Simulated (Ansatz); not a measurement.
# interstitial Cu in Al: hop to the nearest equivalent void, part 1 of 2

Wanted: the energy profile along the hop to the nearest equivalent void, from relaxed end points and a band of images. The host cell (fcc) has 32 atoms; the extra atom is the last.

Program: Ansatz 0.2.0. Level of theory: DFT PBE+D3(BJ), plane waves, PAW, scalar-relativistic, no spin polarisation. These are calculated values, not measurements.

### Step 1. The starting structure

The cell holds 33 atoms (Al32Cu): a = 8.100 Å, b = 8.100 Å, c = 8.100 Å, α = 90.00°, β = 90.00°, γ = 90.00°.

The coordinates stand in the first input below.

### Step 2. Relaxing end A

input.yaml

```yaml
crystal:
  lattice:
    - [8.1, 0.0, 0.0]
    - [0.0, 8.1, 0.0]
    - [0.0, 0.0, 8.1]
  atoms:
    - { symbol: Al, position: [0.5, 0.0, 0.0] }
    - { symbol: Al, position: [0.75, 0.25, 0.0] }
    - { symbol: Al, position: [0.75, 0.0, 0.25] }
    - { symbol: Al, position: [0.0, 0.0, 0.0] }
    - { symbol: Al, position: [0.25, 0.25, 0.0] }
    - { symbol: Al, position: [0.5, 0.5, 0.0] }
    - { symbol: Al, position: [0.75, 0.75, 0.0] }
    - { symbol: Al, position: [0.25, 0.0, 0.25] }
    - { symbol: Al, position: [0.5, 0.25, 0.25] }
    - { symbol: Al, position: [0.75, 0.5, 0.25] }
    - { symbol: Al, position: [0.5, 0.0, 0.5] }
    - { symbol: Al, position: [0.75, 0.25, 0.5] }
    - { symbol: Al, position: [0.75, 0.0, 0.75] }
    - { symbol: Al, position: [0.0, 0.5, 0.0] }
    - { symbol: Al, position: [0.25, 0.75, 0.0] }
    - { symbol: Al, position: [0.0, 0.25, 0.25] }
    - { symbol: Al, position: [0.25, 0.5, 0.25] }
    - { symbol: Al, position: [0.5, 0.75, 0.25] }
    - { symbol: Al, position: [0.0, 0.0, 0.5] }
    - { symbol: Al, position: [0.25, 0.25, 0.5] }
    - { symbol: Al, position: [0.5, 0.5, 0.5] }
    - { symbol: Al, position: [0.75, 0.75, 0.5] }
    - { symbol: Al, position: [0.25, 0.0, 0.75] }
    - { symbol: Al, position: [0.5, 0.25, 0.75] }
    - { symbol: Al, position: [0.75, 0.5, 0.75] }
    - { symbol: Al, position: [0.0, 0.75, 0.25] }
    - { symbol: Al, position: [0.0, 0.5, 0.5] }
    - { symbol: Al, position: [0.25, 0.75, 0.5] }
    - { symbol: Al, position: [0.0, 0.25, 0.75] }
    - { symbol: Al, position: [0.25, 0.5, 0.75] }
    - { symbol: Al, position: [0.5, 0.75, 0.75] }
    - { symbol: Al, position: [0.0, 0.75, 0.75] }
    - { symbol: Cu, position: [-0.005551, 0.2545315, 0.0002108] }
basis:
  ecutwfc: 420.0
kpoints:
  mp_grid: { grid: [2, 2, 2] }
hamiltonian:
  xc: pbe
  dispersion: d3bj
  pseudopotentials: { kind: paw, azcp: { folder: soft_1 } }
scf:
  occupations: { method: fermi_dirac, width: 0.05 }
  lower_state_search: "off"
relax:
  f_tol: 0.03
  max_steps: 60
  adjacent_minimum: "off"
```

Command:

```
$ ansatz run input.yaml --threads 2 --pin off --max-ram 5120MiB --backend cpu --events-out ev --progress --plain --runs-dir out
```

The log of the run, cut to the lines that bear on the results:

```text
Warning: RAYON_NUM_THREADS=2 ignored (pool sized by the plan → 2); use --threads N
[...]
Pseudopotentials: kind: paw
Pseudopotential: Al, paw, valence charge 3, recommended cutoff 420 eV (normal), <dir>
Pseudopotential: Cu, paw, valence charge 19, recommended cutoff 420 eV (normal), <dir>
Functional definition: PBE
[...]
Crystal: 33 atoms, lattice volume = 531.441 Å³
Basis set: ecut = 420 eV, 10395 PW (Γ), exchange–correlation on 120×120×120 points (8 copies of the dense FFT grid, shifted against one another)
Bands: 91, of which v1, the nominal top of the filled ones, is band 58 counted from 1 (57 counted from 0)
Symmetry: 1 space group operations
Space group: P1 (ITA 1), of the structure as read, at distance tolerance 8.1e-5 Å
k-points: 8
[...]
SCF iter   1: F=—  HF=-23840.365848 eV  |F-HF|=—  |Δ(HF+E_count)|=         —  Δρ=1.58e-1  dr2=1.09e2  ethr=3.10e-3  ⟨swp⟩=6.0  Hψ=3159  notcnv=0  defer=29
[...]
relax step   1: F+E_penalty+E_count = -23831.71592636 eV  Δ(F+E_penalty+E_count) = +0.000e0 eV  max|allowed force component| = 6.042e0 eV/Å  Δτ_max = 0.0000 Å  (8 SCF iters, dr2 threshold 2.25e-5 eV, accepted)
[...]
relax step   2: F+E_penalty+E_count = -23835.30214404 eV  Δ(F+E_penalty+E_count) = -3.586e0 eV  max|allowed force component| = 1.620e0 eV/Å  Δτ_max = 0.1951 Å  (6 SCF iters, dr2 threshold 1.00e-4 eV, accepted)
[...]
relax step   3: F+E_penalty+E_count = -23835.87046689 eV  Δ(F+E_penalty+E_count) = -5.683e-1 eV  max|allowed force component| = 4.683e-1 eV/Å  Δτ_max = 0.0966 Å  (6 SCF iters, dr2 threshold 1.00e-4 eV, accepted)
[...]
SCF iter   4: F=—  HF=-23835.949034 eV  |F-HF|=—  |Δ(HF+E_count)|=   1.06e-3  Δρ=1.22e-4  dr2=1.02e-4  ethr=3.11e-6  ⟨swp⟩=2.0  Hψ=911  notcnv=0  defer=140
```

### Step 3. The log goes on: end point A relaxed

Output, continued:

```text
iter 5 did not close the SCF: its close was put off for the readings that it lacked (scf_convergence_deferred on its scf_iter line)
SCF iter   5: F=-23835.949019 eV  HF=-23835.949022 eV  |F-HF|=2.88e-6  |Δ(HF+E_count)|=   1.28e-5  Δρ=3.96e-5  dr2=6.93e-6  ethr=8.90e-8  ⟨swp⟩=2.0  Hψ=935  notcnv=0  defer=140
SCF iter   6: F=-23835.949020 eV  HF=-23835.949021 eV  |F-HF|=1.15e-6  |Δ(HF+E_count)|=   5.68e-7  Δρ=1.63e-5  dr2=1.16e-6  ethr=6.02e-9  ⟨swp⟩=2.0  Hψ=2066  notcnv=0
SCF 4 converged in 6 iterations: F = -23835.949020 eV  dr2 = 1.16e-6
relax step   4: F+E_penalty+E_count = -23835.94901992 eV  Δ(F+E_penalty+E_count) = -7.855e-2 eV  max|allowed force component| = 2.109e-2 eV/Å  Δτ_max = 0.0546 Å  (6 SCF iters, dr2 threshold 1.58e-5 eV, accepted)
iter 1 solved again at ethr=9.89e-10 eV; its pass at ethr=3.10e-3 eV (dr2=1.14e-6 eV) is discarded
SCF iter   1: F=—  HF=-23835.949166 eV  |F-HF|=—  |Δ(HF+E_count)|=         —  Δρ=1.61e-5  dr2=1.14e-6  ethr=9.89e-10  ⟨swp⟩=1.0  Hψ=1766  notcnv=0  defer=140
preconditioner: auto → Kerker (q_TF=auto, 2.114 Å⁻¹)  [metal: Δε(μ)=0.053 eV  Ē_g=6.911 eV  σ=0.050 eV  W_gap=0.24  n_scr=80 (ndim 8)  ℏωp=16.7 eV  f_vac=0.000  D(μ)=14.30/eV (n_scr^D=92)]
SCF iter   2: F=—  HF=-23835.949021 eV  |F-HF|=—  |Δ(HF+E_count)|=   1.44e-4  Δρ=2.44e-5  dr2=2.09e-6  ethr=9.89e-10  ⟨swp⟩=2.0  Hψ=1055  notcnv=0  defer=140
SCF iter   3: F=-23835.949021 eV  HF=-23835.949021 eV  |F-HF|=1.90e-8  |Δ(HF+E_count)|=   2.63e-7  Δρ=3.48e-6  dr2=8.36e-8  ethr=8.70e-11  ⟨swp⟩=3.0  Hψ=2284  notcnv=0
SCF 5 converged in 3 iterations: F = -23835.949021 eV  dr2 = 8.36e-8
relax step   5: F+E_penalty+E_count = -23835.94902090 eV  Δ(F+E_penalty+E_count) = -9.837e-7 eV  max|allowed force component| = 2.103e-2 eV/Å  Δτ_max = 0.0000 Å  (3 SCF iters, accepted)
SCF converged after 3 iterations
Free energy (F): -23835.949021 eV
Harris-Foulkes:  -23835.949021 eV  (|F-HF|=1.90e-8)
Internal energy: -23835.829510 eV  (E = F + TS)
E sigma→0 (E₀):  -23835.889266 eV
Entropy (-TS):   -0.119510 eV (-3.622 meV/atom)
Fermi energy:    7.912948 eV
--- Per-component energies (eV) ---
  E_band       = -186.659496
  E_kinetic    = 996.353642
  E_local      = -7713.740990  (includes V_loc(G=0)·N_el)
  E_nonlocal   = 1204.765676
  E_hartree    = 3601.893772
  E_xc         = -1281.175158
  E_vxc        = -1030.530825  (∫ρ·V_xc dr)
  E_paw        = -16833.287870  (= ΣΔE_a)
  E_vpaw       = -847.305390  (= ΣTr[D̂ρ^β])
  E_aug_tail   = 0.000993  (compensation charges beyond the density's cutoff)
  E_ewald      = -3799.178723
  E_disp       = -11.460853  (pairwise vdW)
  E_smearing   = -0.119510  (= −TS)
  E_closure    = 0.000000  (closes the sum)
  Σ components = -23835.949021   (vs F -23835.949021, Δ=0.00e0)
--- Forces (eV/Å), atoms counted from 1 ---
  atom   1  Al     0.00051263    -0.01976414     0.00000703
  atom   2  Al     0.00800079     0.00263901     0.00017110
  atom   3  Al     0.00158710     0.00180881    -0.00171982
  atom   4  Al    -0.00290604     0.00436616     0.00014528
  atom   5  Al    -0.00402478     0.00234165     0.00014338
  atom   6  Al     0.00042401     0.02099733     0.00001017
  atom   7  Al    -0.02102508    -0.00033171     0.00000876
  atom   8  Al    -0.00271450     0.00266030    -0.00248986
  atom   9  Al     0.00046544     0.00003325     0.02047021
  atom  10  Al     0.00092291    -0.00091746    -0.00105654
  atom  11  Al     0.00086156    -0.02003804    -0.00002846
  atom  12  Al    -0.02094360     0.00001555    -0.00001652
  atom  13  Al     0.00161839     0.00184062     0.00173791
  atom  14  Al    -0.00319082    -0.00765471     0.00016748
  atom  15  Al     0.01952464    -0.00040055     0.00000652
  atom  16  Al    -0.00305853     0.00249951    -0.00632196
  atom  17  Al    -0.00201374    -0.00173227    -0.00187219
  atom  18  Al     0.00082155    -0.00066918     0.01954937
  atom  19  Al     0.00003749    -0.01963983    -0.00002315
  atom  20  Al     0.01950041    -0.00003283    -0.00002403
  atom  21  Al     0.00082604     0.01925785    -0.00002588
  atom  22  Al    -0.01919964    -0.00067253    -0.00002564
  atom  23  Al    -0.00275116     0.00269402     0.00251463
  atom  24  Al     0.00047596     0.00003120    -0.02034232
  atom  25  Al     0.00095020    -0.00094353     0.00106607
  atom  26  Al    -0.00002882    -0.00036278     0.02037201
  atom  27  Al    -0.00000948     0.02081993    -0.00001569
  atom  28  Al     0.02013548    -0.00071011    -0.00002756
  atom  29  Al    -0.00303070     0.00247774     0.00613085
  atom  30  Al    -0.00204863    -0.00176310     0.00189129
  atom  31  Al     0.00082342    -0.00067025    -0.01962573
  atom  32  Al    -0.00002663    -0.00037187    -0.02024304
  atom  33  Cu     0.00961338    -0.00791411    -0.00054015
  max |Σ_I F_I| component: 1.29e-4 eV/Å
--- Relaxed structure (5 steps of the walk, 5 accepted, 0 SCFs on fresh bases) ---
  F+E_penalty+E_count = -23835.94902090 eV   max|allowed force component| = 2.103e-2 eV/Å
  atoms:
    - { symbol: Al, position: [0.49961232126311517, -0.009756158033032068, 5.572450332414606e-6] }
    - { symbol: Al, position: [0.7088364380836066, 0.2498296945904427, -1.3705005741566085e-5] }
    - { symbol: Al, position: [0.7461384082677645, -0.003528343552171663, 0.25368649119884734] }
    - { symbol: Al, position: [0.00018109396598684578, -0.03952262641448815, -1.1987530651023842e-5] }
    - { symbol: Al, position: [0.28936071466056396, 0.24985362949066192, -1.1809498964820463e-5] }
    - { symbol: Al, position: [0.49962062286475084, 0.5098243833051767, 5.3017970644441664e-6] }
    - { symbol: Al, position: [0.7401644794747053, 0.7503103305509143, 5.31729804527e-6] }
    - { symbol: Al, position: [0.2537295718219148, -0.003762454888741867, 0.2539168328908398] }
    - { symbol: Al, position: [0.49961600566673453, 0.2501230997518176, 0.259787783292794] }
    - { symbol: Al, position: [0.7463434400450593, 0.5036218555518404, 0.25348008256824384] }
    - { symbol: Al, position: [0.49993787192868766, -0.0027414913490713877, 0.5000005991933945] }
    - { symbol: Al, position: [0.7401616540866985, 0.25012232934916734, 0.5000172608719395] }
    - { symbol: Al, position: [0.7461260555780347, -0.003540764590485811, 0.7463162345963225] }
    - { symbol: Al, position: [0.00020382324862238898, 0.5410023607316761, -1.3526647005692878e-5] }
    - { symbol: Al, position: [0.25975059993213534, 0.7503171744193631, 5.590468104207586e-6] }
    - { symbol: Al, position: [0.0001924305853282125, 0.24984161078799405, 0.2903097647758753] }
    - { symbol: Al, position: [0.2535389437402772, 0.5038702370301766, 0.25372993032801106] }
    - { symbol: Al, position: [0.49994404501730294, 0.7500449840042892, 0.25287178721505615] }
    - { symbol: Al, position: [-0.00015538725180839723, -0.009757635181034258, 0.5000177916355386] }
    - { symbol: Al, position: [0.2597501322436395, 0.25012683686237386, 0.5000178426744645] }
    - { symbol: Al, position: [0.49994710612355087, 0.5029855357008527, 0.5000001197309184] }
    - { symbol: Al, position: [0.7469875902707737, 0.7500418017426391, 0.5000000828986143] }
    - { symbol: Al, position: [0.25374098191817024, -0.0037737634169607175, 0.7460867527219958] }
    - { symbol: Al, position: [0.4996152528609039, 0.2501233836635555, 0.7402104436345579] }
    - { symbol: Al, position: [0.7463302748595187, 0.5036350391322473, 0.7465219865132645] }
    - { symbol: Al, position: [-0.000151509849145637, 0.750314211983186, 0.2597895663692671] }
    - { symbol: Al, position: [-0.00015075310122472505, 0.5098288022186486, 0.5000172884500449] }
    - { symbol: Al, position: [0.25271311645651606, 0.7500511607694929, 0.5000006370064038] }
    - { symbol: Al, position: [0.00019060505806491583, 0.24984308802831232, 0.7097802681807852] }
    - { symbol: Al, position: [0.25355121964100796, 0.5038823784364596, 0.7462729249105053] }
    - { symbol: Al, position: [0.49994347997569394, 0.7500454405472802, 0.7471393459330407] }
    - { symbol: Al, position: [-0.0001518224750457816, 0.7503148310034529, 0.7402086371931248] }
    - { symbol: Cu, position: [-0.0011698069619028874, 0.2509605377739662, 5.959188496818187e-5] }
```

It took 41 s on 2 threads of Arm Neoverse V2, shared host; peak memory 1.1 GiB.

The steps of the relaxation:

```csv
step,energy from step 1 (eV/cell),largest force component (eV/Å)
1,0.0000,6.0419
2,-3.5862,1.6202
3,-4.1545,0.4683
4,-4.2331,0.0211
5,-4.2331,0.0210
```

Step 1 is the start. Step 5 solves the same geometry again.

The largest move, 0.33 Å, is shared by several atoms, Al2 among them.

### Step 4. End point B

The second end starts from a geometry with the move made by hand.

Changes to input.yaml since step 2:

```diff
@@ -38,3 +38,3 @@
     - { symbol: Al, position: [0.0, 0.75, 0.75] }
-    - { symbol: Cu, position: [-0.005551, 0.2545315, 0.0002108] }
+    - { symbol: Cu, position: [0.25858061, 0.50095497, 0.00682027] }
 basis:
```

Command:

```
$ ansatz run input.yaml --threads 2 --pin off --max-ram 5120MiB --backend cpu --events-out ev --progress --plain --runs-dir out
```

The log of the run, cut to the lines that bear on the results:

```text
Warning: RAYON_NUM_THREADS=2 ignored (pool sized by the plan → 2); use --threads N
[...]
Pseudopotentials: kind: paw
Pseudopotential: Al, paw, valence charge 3, recommended cutoff 420 eV (normal), <dir>
Pseudopotential: Cu, paw, valence charge 19, recommended cutoff 420 eV (normal), <dir>
Functional definition: PBE
[...]
Crystal: 33 atoms, lattice volume = 531.441 Å³
Basis set: ecut = 420 eV, 10395 PW (Γ), exchange–correlation on 120×120×120 points (8 copies of the dense FFT grid, shifted against one another)
Bands: 91, of which v1, the nominal top of the filled ones, is band 58 counted from 1 (57 counted from 0)
Symmetry: 1 space group operations
Space group: P1 (ITA 1), of the structure as read, at distance tolerance 8.1e-5 Å
k-points: 8
[...]
SCF iter   1: F=—  HF=-23840.253385 eV  |F-HF|=—  |Δ(HF+E_count)|=         —  Δρ=1.57e-1  dr2=1.08e2  ethr=3.10e-3  ⟨swp⟩=6.0  Hψ=3137  notcnv=0  defer=21
[...]
relax step   1: F+E_penalty+E_count = -23831.65086898 eV  Δ(F+E_penalty+E_count) = +0.000e0 eV  max|allowed force component| = 6.582e0 eV/Å  Δτ_max = 0.0000 Å  (8 SCF iters, dr2 threshold 2.25e-5 eV, accepted)
[...]
relax step   2: F+E_penalty+E_count = -23835.24302376 eV  Δ(F+E_penalty+E_count) = -3.592e0 eV  max|allowed force component| = 1.868e0 eV/Å  Δτ_max = 0.1952 Å  (6 SCF iters, dr2 threshold 1.00e-4 eV, accepted)
[...]
relax step   3: F+E_penalty+E_count = -23835.86546824 eV  Δ(F+E_penalty+E_count) = -6.224e-1 eV  max|allowed force component| = 5.301e-1 eV/Å  Δτ_max = 0.1038 Å  (6 SCF iters, dr2 threshold 1.00e-4 eV, accepted)
[...]
SCF iter   4: F=—  HF=-23835.948952 eV  |F-HF|=—  |Δ(HF+E_count)|=   8.73e-4  Δρ=1.57e-4  dr2=1.88e-4  ethr=2.46e-6  ⟨swp⟩=2.0  Hψ=959  notcnv=0  defer=140
[...]
```

### Step 5. The output, continued: end point B relaxed

Output, continued, cut to the lines that bear on the results:

```text
SCF iter   5: F=-23835.948915 eV  HF=-23835.948920 eV  |F-HF|=4.85e-6  |Δ(HF+E_count)|=   3.17e-5  Δρ=3.94e-5  dr2=7.85e-6  ethr=1.63e-7  ⟨swp⟩=2.0  Hψ=883  notcnv=0  defer=140
[...]
relax step   4: F+E_penalty+E_count = -23835.94891815 eV  Δ(F+E_penalty+E_count) = -8.345e-2 eV  max|allowed force component| = 2.306e-2 eV/Å  Δτ_max = 0.0590 Å  (6 SCF iters, dr2 threshold 2.26e-5 eV, accepted)
[...]
relax step   5: F+E_penalty+E_count = -23835.94891870 eV  Δ(F+E_penalty+E_count) = -5.542e-7 eV  max|allowed force component| = 2.302e-2 eV/Å  Δτ_max = 0.0000 Å  (3 SCF iters, accepted)
SCF converged after 3 iterations
Free energy (F): -23835.948919 eV
[...]
E sigma→0 (E₀):  -23835.889310 eV
Entropy (-TS):   -0.119217 eV (-3.613 meV/atom)
Fermi energy:    7.913408 eV
[...]
--- Forces (eV/Å), atoms counted from 1 ---
  atom   1  Al     0.02301565    -0.00006215     0.00003943
[...]
    - { symbol: Al, position: [0.2502486333374004, 7.931397160973958e-5, 0.7402251592560725] }
    - { symbol: Al, position: [0.5039007312247942, 0.24642132060266678, 0.7466139768818336] }
    - { symbol: Al, position: [0.7505925558667556, 0.5000261929148634, 0.7402212294793242] }
    - { symbol: Al, position: [-0.003352713394412278, 0.7536732450762067, 0.2538658059531364] }
    - { symbol: Al, position: [-0.009777537600180346, 0.5000265322254479, 0.5004627955765086] }
    - { symbol: Al, position: [0.2502366516305992, 0.7598275182377203, 0.5004549371478694] }
    - { symbol: Al, position: [-0.003657587866305853, 0.2460951747574776, 0.746282679939881] }
    - { symbol: Al, position: [0.24972979387705688, 0.49994955466171487, 0.7106438644228014] }
    - { symbol: Al, position: [0.5038473217276059, 0.7535937378559521, 0.7466672939461823] }
    - { symbol: Al, position: [-0.0036115264284856756, 0.7539265205032515, 0.7463287033852392] }
    - { symbol: Cu, position: [0.2517277418079335, 0.500255524810935, 0.0013403942087294696] }
```

Run time: 39 s. Hardware: 2 threads of Arm Neoverse V2, shared host; peak memory 1.1 GiB.

Relaxation path:

```csv
step,energy from step 1 (eV/cell),largest force component (eV/Å)
1,0.0000,6.5824
2,-3.5922,1.8681
3,-4.2146,0.5301
4,-4.2980,0.0231
5,-4.2980,0.0230
```

Step 1 is the start. Step 5 solves the same geometry again.

The largest move, 0.34 Å, is shared by several atoms, Al6 among them.

(Continued in part 2 of 2.)
